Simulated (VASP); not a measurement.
## A VASP 6.6.1 single-point calculation on C

INCAR

```
METAGGA = R2SCAN
LASPH = .TRUE.
LWAVE = .FALSE.
PREC = Accurate
ALGO = Normal
LCHARG = .FALSE.
LREAL = .FALSE.
IBRION = -1
SIGMA = 0.01
ISIF = 2
NELM = 120
EDIFF = 1E-8
ENCUT = 520
NBANDS = 11
MAXMIX = 5
NSW = 0
ISMEAR = 0
```

KPOINTS

```
KPOINTS created by Atomic Simulation Environment
0
Gamma
12 12 12
0 0 0
```

POSCAR

```
C
 1.0000000000000000
     0.0000000000000000    1.7801241410999999    1.7112333367999999
     1.7801241410999999    0.0000000000000000    1.7112333367999999
     1.7801241410999999    1.7801241410999999    0.0000000000000000
 C
   2
Cartesian
  0.0000000000000000  0.0000000000000000  0.0000000000000000
  0.8900620705500000  0.8900620705500000  0.8556166683999998
```

The recommended PBE PAW datasets give the neutral cell 8 valence electrons.

Command

```
mpirun -np 1 vasp_std
```

Predict the outcome of this run.

It converged. Results: gap between bands v and c on the k mesh 3.38 eV; least direct gap on the k mesh 5.21 eV; pressure 20.5 GPa. Band v is the last that the valence electrons fill when counted band by band, and c is the next.

OSZICAR

```
N       E                     dE             d eps       ncg     rms          rms(c)
DAV:   1    -0.215267753870E+01   -0.21527E+01   -0.50228E+03  3709   0.744E+02
DAV:   2    -0.215605416106E+02   -0.19408E+02   -0.18787E+02  4654   0.128E+02
DAV:   3    -0.219359093710E+02   -0.37537E+00   -0.37436E+00  4204   0.135E+01
DAV:   4    -0.219364573917E+02   -0.54802E-03   -0.54801E-03  3860   0.633E-01
DAV:   5    -0.219364579641E+02   -0.57239E-06   -0.57239E-06  4128   0.192E-02    0.543E+00
DAV:   6    -0.197006942498E+02    0.22358E+01   -0.28315E-01  3782   0.385E+00    0.407E+00
DAV:   7    -0.195908692401E+02    0.10983E+00   -0.27313E-01  3641   0.378E+00    0.850E-01
DAV:   8    -0.195920523346E+02   -0.11831E-02   -0.45806E-03  4129   0.595E-01    0.438E-01
DAV:   9    -0.195924233759E+02   -0.37104E-03   -0.16022E-04  3785   0.142E-01    0.145E-02
DAV:  10    -0.195924236479E+02   -0.27201E-06   -0.31318E-06  4183   0.141E-02    0.945E-03
DAV:  11    -0.195924238819E+02   -0.23405E-06   -0.13139E-07  3916   0.323E-03    0.591E-03
DAV:  12    -0.195924240970E+02   -0.21506E-06   -0.25847E-07  3916   0.471E-03    0.414E-04
DAV:  13    -0.195924240755E+02    0.21538E-07   -0.25355E-09  2150   0.433E-04    0.933E-05
DAV:  14    -0.195924240720E+02    0.34574E-08   -0.12633E-10  1865   0.101E-04
   1 F= -.19592424E+02 E0= -.19592424E+02  d E =-.309781E-30
```

For comparison, a separate r²SCAN run of the intended cell, on usual settings and not on those above, gives a gap of 3.38 eV on its mesh and a pressure of 20.5 GPa.
